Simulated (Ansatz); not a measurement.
# Pd (Palladium): the cost of one run

Method: DFT PBE, scalar-relativistic, plane waves, PAW, in Ansatz 0.2.0.

1 further run of the same task is left out (set aside as unsound or not needed).

### 1 Starting point

It takes space group Fm-3m (No. 225, cubic). The conventional cell has a = 3.942 Å, b = 3.942 Å, c = 3.942 Å, α = 90.00°, β = 90.00°, γ = 90.00°. Around Pd (site symmetry m-3m) lie 12 Pd at 2.79 Å.

Structure file:

```cif
data_structure
_symmetry_space_group_name_H-M 'P 1'
_symmetry_Int_Tables_number 1
_cell_length_a 2.7877
_cell_length_b 2.7877
_cell_length_c 2.7877
_cell_angle_alpha 60.000
_cell_angle_beta 60.000
_cell_angle_gamma 60.000
_cell_volume 15.32
loop_
_atom_site_label
_atom_site_type_symbol
_atom_site_fract_x
_atom_site_fract_y
_atom_site_fract_z
_atom_site_occupancy
Pd1 Pd 0.00000 0.00000 0.00000 1
```

It is the result of an earlier relaxation at this level (volume 15.32 Å³/atom; gap on the mesh: none (metal)).

The bulk reference comes from a run made before at the same settings: -6972.8536 eV/atom.

### 2 Cutting the (111) slab

Miller indices refer to the conventional cell of the relaxed bulk, Fm-3m (No. 225): a = 3.942 Å, b = 3.942 Å, c = 3.942 Å, α = 90.00°, β = 90.00°, γ = 90.00°.

Cut from the relaxed bulk: a (111) slab, 4.6 Å thick as cut, with 15 Å of vacuum; its outer planes are Pd (top) and Pd (bottom).

The slab as cut. Layers, bottom to top:

| plane | atoms per cell | height over the lowest (Å) |
| --- | --- | --- |
| 1 | Pd | 0.00 |
| 2 | Pd | 2.28 |
| 3 | Pd | 4.55 |

### 3 The slab as cut, atoms at the bulk's places

The cell repeats along c, and a dipole correction in the vacuum removes the field between the copies.

File input.yaml:

```yaml
crystal:
  lattice:
    - [2.7876806225, 0.0, 0.0]
    - [-1.3938403112, 2.4142022367, 0.0]
    - [0.0, 0.0, 19.552263394]
  atoms:
    - { symbol: Pd, position: [0.6666666667, 0.3333333333, 0.3835873039] }
    - { symbol: Pd, position: [0.3333333333, 0.6666666667, 0.5] }
    - { symbol: Pd, position: [0.0, 0.0, 0.6164126961] }
basis:
  ecutwfc: 420
kpoints:
  mp_grid: { grid: [15, 15, 1] }
hamiltonian:
  xc: pbe
scf:
  occupations: { method: gaussian, width: 0.1 }
output:
  forces: true
  stress: true
  eigenvalues: true
efield:
  axis: 3
  dipole_correction: true
```

Run with:

```bash
$ ansatz run input.yaml --threads 1 --pin off --max-ram 2560MiB --backend cpu --events-out ev --progress --plain --runs-dir out
```

Q: Estimate wall time and peak memory on 1 thread of Intel Xeon Platinum 8488C (Sapphire Rapids), shared host.

About 11 s, with a peak of 0.42 GiB.
